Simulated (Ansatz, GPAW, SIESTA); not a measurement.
TiAl: 3 runs at one level of theory

```
Ti Al
1.0
     2.83730    0.00000    0.00000
     0.00000    2.83730    0.00000
     0.00000    0.00000    4.05910
Ti Al
1 1
Cartesian
  0.0000 0.0000 0.0000
  1.4186 1.4186 2.0295
```

Alike in all runs: task band structure; functional LDA; k mesh 9 × 9 × 7; occupations fermi-dirac, width 0.05 eV; no spin polarisation; no spin-orbit coupling. LDA stands for any of its common fits. Pressure is positive in compression and, in plane waves, holds the error of the finite cutoff.

```csv
program and potentials,plane-wave cutoff (eV),notes,pressure (GPa)
"Ansatz, all-electron LAPW, scalar-relativistic",-,-,?
"SIESTA, files PseudoDojo sr-lda-0.4.1-standard, DZP (energy shift 0.003 Ry; two zetas on semicore shells)",-,atomic basis,-7.06
"GPAW, the program's PAW data sets (release 1.2.1) made for this functional",600,-,-7.37
```

Question: Estimate from the other rows what the run with Ansatz, all-electron LAPW, scalar-relativistic gave.

Answer: Pressure -7.31 GPa. The other rows, which needn't bracket it: pressure -7.37 to -7.06.
